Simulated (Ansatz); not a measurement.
Crystal: FePt (Tetraferroplatinum).

```
Pt Fe
1.0
     2.72350    0.00000    0.00000
     0.00000    2.72350    0.00000
     0.00000    0.00000    3.72000
Pt Fe
1 1
Direct
  0.50000 0.50000 0.50000
  0.00000 0.00000 0.00000
```

- Program: Ansatz 0.2.0
- Task: relaxation of cell and atoms
- Functional: PBEsol0
- Potentials or basis: Ansatz PAW
- Cutoff: 420 eV (not typed: the program's choice for these potentials)
- k mesh: 5 × 5 × 4
- Occupations: fermi-dirac, width 0.05 eV
- Spin: collinear spin, ferromagnetic start
- Starting moments: [0.0, 3.0] μB

At the start: volume 13.80 Å³/atom.

**Question.** How do energy, volume and symmetry change on relaxing?

**Answer.** It ends after 5 steps and the volume is 13.74 Å³/atom (-0.4 %); space group P4/mmm (No. 123, to 0.05 Å); moment 3.90 μB per cell.

Step by step:
| step | energy change (eV) | largest force (eV/Å) | volume (Å³) |
| --- | --- | --- | --- |
| 1 | 0.0000 | 0.0000 | 27.59 |
| 2 | -0.0260 | 0.0000 | 27.37 |
| 3 | -0.0268 | 0.0000 | 27.48 |
| 4 | -0.0268 | 0.0000 | 27.48 |
| 5 | -0.0266 | 0.0000 | 27.48 |

Final structure:
```
Pt Fe
1.0
     2.75215    0.00000    0.00000
     0.00000    2.75215    0.00000
     0.00000    0.00000    3.62777
Pt Fe
1 1
Cartesian
  1.3761 1.3761 1.8139
  0.0000 0.0000 0.0000
```

Caveat: the k mesh is coarse (spacing up to 0.46 Å⁻¹), so the values aren't converged, least of all with exact exchange; the magnetic or orbital state may not be the lowest; the plane-wave basis is chosen anew once the cell has moved, so the energies of steps on either side of that aren't comparable; the PAW data sets come from PBE, with cores solved anew for the run's functional, which leaves a small shift of forces and pressure.
